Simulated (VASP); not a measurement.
Os:

```
Os
1.0
     2.73410    0.00000    0.00000
    -1.36705    2.36780    0.00000
     0.00000    0.00000    4.31970
Os
2
Direct
  0.66667 0.33333 0.75000
  0.33333 0.66667 0.25000
```

```yaml
Program: VASP 6.6.1
Task: relaxation of cell and atoms
Functional: AM05
Potentials_or_basis: VASP PAW PBE potentials, release 64 (Os)
Cutoff: 600 eV
k_mesh: 11 × 11 × 6
Occupations: fermi-dirac, width 0.05 eV
Spin: no spin polarisation
```

At the start: pressure -5.5 GPa; volume 13.98 Å³/atom.

Question: Where does the relaxation end?

Answer: Over 7 steps the energy falls by 3.1 meV/atom and the volume is 13.81 Å³/atom (-1.3 %); space group P6_3/mmc (No. 194, to 0.05 Å).

The path:
```
step  energy change (eV)  largest force (eV/Å)  pressure (GPa)  volume (Å³)
   1              0.0000                0.0000           -5.54        27.96
   2              0.1316                0.0000           30.00        26.05
   3             -0.0062                0.0000           -0.19        27.62
   4             -0.0062                0.0000           -0.01        27.61
   5             -0.0062                0.0000            0.11        27.60
   6             -0.0062                0.0000           -0.45        27.64
   7             -0.0062                0.0000           -0.08        27.61
```

Final structure:
```
Os
1.0
     2.72231    0.00000    0.00000
    -1.36115    2.35759    0.00000
     0.00000    0.00000    4.30262
Os
2
Direct
  0.66667 0.33333 0.75000
  0.33333 0.66667 0.25000
```

Caveat: the PAW data sets were made with another functional, which shifts forces and pressure a little.
